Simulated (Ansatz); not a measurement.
**NaI in Ansatz: the effect of functional**

NaI:

```
CELL_PARAMETERS angstrom
0.00000 3.17033 3.17033
3.17033 0.00000 3.17033
3.17033 3.17033 0.00000
ATOMIC_POSITIONS crystal
I 0.50000 0.50000 0.50000
Na 0.00000 0.00000 0.00000
```

The cell isn't the ideal one: volume scaled by 0.94.

Alike in all runs:

| Item | Value |
| --- | --- |
| Program | Ansatz 0.2.0 |
| Task | single point |
| Potentials or basis | Ansatz PAW |
| k mesh | 7 × 7 × 7 |
| Occupations | fermi-dirac, width 0.05 eV |
| Spin | no spin polarisation |

**Question.** One run gave: gap on the mesh 3.50 eV; pressure -0.7 GPa. Which functional did it use?
A. LDA
B. PBEsol
C. r2SCAN

**Answer.** A.

```tsv
functional	cutoff	gap on the mesh (eV)	pressure (GPa)
LDA	420 eV (not typed: the program's choice for these potentials)	3.50	-0.7
PBEsol	420 eV (not typed: the program's choice for these potentials)	3.68	0.5
r2SCAN	500 eV (not typed: the program's choice for these potentials)	4.63	1.1
```

Caveats: odd divisions of the mesh miss points on the zone boundary, where band edges often lie, so the gap on the mesh can be too wide; spin-orbit coupling is left out, which moves the levels of the heavy elements; the PAW data sets come from PBE, with cores solved anew for the run's functional, which leaves a small shift of forces and pressure.

Runs at the PBE level aren't shown here.
